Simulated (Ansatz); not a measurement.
**CaF2: the band gap up the ladder of functionals**

An exercise on one series of results from a longer session: the logs are not shown, and one member is left open.

The runs shown are made with Ansatz 0.2.0. PAW datasets, plane waves. The values are computed, spin-unpolarised, and not measurements.

### The system as given

The cell was relaxed beforehand with r2SCAN.

It is cubic, Fm-3m (No. 225); a = 5.439 Å in the conventional setting, 13.41 Å³ an atom. Ca has 8 F at 2.36 Å; F has 4 Ca at 2.36 Å.

Coordinates:

```cif
data_structure
_symmetry_space_group_name_H-M 'Fm-3m'
_symmetry_Int_Tables_number 225
_cell_length_a 5.4392
_cell_length_b 5.4392
_cell_length_c 5.4392
_cell_angle_alpha 90.000
_cell_angle_beta 90.000
_cell_angle_gamma 90.000
_cell_volume 160.92
loop_
_atom_site_label
_atom_site_type_symbol
_atom_site_symmetry_multiplicity
_atom_site_Wyckoff_symbol
_atom_site_fract_x
_atom_site_fract_y
_atom_site_fract_z
_atom_site_occupancy
Ca1 Ca 4 a 0.00000 0.00000 0.00000 1
F1 F 8 c 0.25000 0.75000 0.75000 1
```

Set-up of the first run:

Contents of input.yaml:

```yaml
crystal:
  lattice:
    - [0.0, 2.719592886, 2.719592886]
    - [2.719592886, 0.0, 2.719592886]
    - [2.719592886, 2.719592886, 0.0]
  atoms:
    - { symbol: Ca, position: [0.0, 0.0, 0.0] }
    - { symbol: F, position: [0.25, 0.25, 0.25] }
    - { symbol: F, position: [0.75, 0.75, 0.75] }
kpoints:
  mp_grid: { grid: [8, 8, 8] }
  band_path:
    path:
      - [[0.0, 0.0, 0.0], [0.5, 4.127728667609e-35, 0.5], [0.625, 0.25, 0.625]]
      - [[0.375, 0.375, 0.75], [0.0, 0.0, 0.0], [0.5, 0.5, 0.5], [0.5, 0.25, 0.75], [0.5, 4.127728667609e-35, 0.5]]
    npoints: 10
hamiltonian:
  xc: pbe
scf:
  occupations: { method: fermi_dirac, width: 0.02 }
  n_extra_bands: 4
output:
  forces: true
  stress: true
  eigenvalues: true
```

Command:

```
> ansatz run input.yaml --threads 2 --pin off --max-ram 4608MiB --backend cpu --events-out ev --progress --plain --runs-dir out
```

Among the steps run: Band structure with PBE; r2SCAN; HSE06; Single point with PBE0; Single point with LDA; One-shot GW from PBE; Quasiparticle levels, G0W0@PBE; DDH-PBE0; Hartree-Fock; r2SCANh at the same geometry.

One table of the session follows, with a row left open; its other results are not shown here.

```
                     level  gap (eV)
                       PBE      7.38
                    r2SCAN      8.03
                     HSE06      9.45
                      PBE0     10.21
                       LDA      7.00
G0W0@PBE (120 empty bands)         ?
G0W0@PBE (298 empty bands)     10.63
                  DDH-PBE0     12.40
              Hartree-Fock     19.07
                   r2SCANh      9.05
```

**Question.** Estimate the row for G0W0@PBE (120 empty bands).

**Answer.** gap (eV): 10.42. In the column «gap (eV)» it lies between PBE0 (10.21) and G0W0@PBE (298 empty bands) (10.63).

Meshes: PBE 8×8×8, r2SCAN 8×8×8, HSE06 6×6×6, PBE0 6×6×6, LDA 8×8×8, DDH-PBE0 6×6×6, Hartree-Fock 6×6×6, r2SCANh 6×6×6

What this shows: LDA gives the least gap, 7.00 eV, and Hartree-Fock the largest, 19.07 eV. PBE reaches 69 % of the G0W0@PBE value, and r2SCAN 76 %. PBE0 lies 0.76 eV above HSE06, which differs from it by screening the long-range exchange. Hartree-Fock lies above G0W0@PBE by 8.4 eV. G0W0 here is at a finite number of bands, screening cutoff and k mesh, not at the basis limit.

To keep in mind: Warnings in the runs' records: stress exchange threshold loose, stress scf threshold loose.
